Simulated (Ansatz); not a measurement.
Set up this calculation in Ansatz 0.2.0, as the native input.

| Quantity | Value |
| --- | --- |
| Task | band structure |
| Functional | r2SCAN |
| Potentials or basis | Ansatz PAW |
| Cutoff | 500 eV (not typed: the program's choice for these potentials) |
| k mesh | 8 × 8 × 8 |
| Occupations | fermi-dirac, width 0.05 eV |
| Spin | no spin polarisation |
| Path | [["G", "X", "S", "R", "A", "Z", "G", "Y", "X1", "A1", "T", "Y"], ["Z", "T"]] |
| Points for each segment of the path | 14 |

The system is TiSi2.

```
Ti Si
1.0
     1.76511   -6.75928    0.00000
     1.76511    6.75928    0.00000
     0.00000    0.00000    3.56517
Ti Si
2 4
Direct
  0.10312 0.89688 0.25000
  0.89688 0.10312 0.75000
  0.75031 0.24969 0.25000
  0.24969 0.75031 0.75000
  0.44175 0.55825 0.25000
  0.55825 0.44175 0.75000
```

The cell comes from a database or a generator and needn't be the stable form of this composition.

One way to write it, as run:

input.yaml

```yaml
crystal:
  lattice:
    - [1.765105025, -6.759281535, 0.0]
    - [1.765105025, 6.759281535, 0.0]
    - [0.0, 0.0, 3.56517397]
  atoms:
    - { symbol: Ti, position: [0.10311808, 0.89688192, 0.25] }
    - { symbol: Ti, position: [0.89688192, 0.10311808, 0.75] }
    - { symbol: Si, position: [0.75031482, 0.24968518, 0.25] }
    - { symbol: Si, position: [0.24968518, 0.75031482, 0.75] }
    - { symbol: Si, position: [0.44174855, 0.55825145, 0.25] }
    - { symbol: Si, position: [0.55825145, 0.44174855, 0.75] }
hamiltonian:
  xc: r2scan
  pseudopotentials: { kind: paw }
kpoints:
  mp_grid: { grid: [8, 8, 8] }
  band_path:
    path:
      - [[0.0, 0.0, 0.0], [0.2670482592, 0.2670482592, 0.0], [0.0, 0.5, 0.0], [0.0, 0.5, 0.5], [0.2670482592, 0.2670482592, 0.5], [0.0, 0.0, 0.5], [0.0, 0.0, 0.0], [-0.5, 0.5, 0.0], [-0.2670482592, 0.7329517408, 0.0], [-0.2670482592, 0.7329517408, 0.5], [-0.5, 0.5, 0.5], [-0.5, 0.5, 0.0]]
      - [[0.0, 0.0, 0.5], [-0.5, 0.5, 0.5]]
    npoints: 14
scf:
  occupations: { method: fermi_dirac, width: 0.05 }
  n_extra_bands: 15
output:
  forces: true
  stress: true
  eigenvalues: true
  fatbands: true
```

Potentials or basis: Ansatz PAW.

Launch:

```bash
$ ansatz run input.yaml --threads 2 --pin off --max-ram 5632MiB --backend cpu --events-out ev --progress --plain --runs-dir out
```

Results of the run:

```
Pressure               : -0.2 GPa
Largest force          : 0.022 eV/Å
Band gap on the k mesh : none (metal or under the smearing width)
```

Caveat: the PAW data sets come from PBE, with cores solved anew for the run's functional, which leaves a small shift of forces and pressure.

Wall time 45 s on 2 threads of Arm Neoverse V1, on a shared host, peak memory 0.88 GiB.
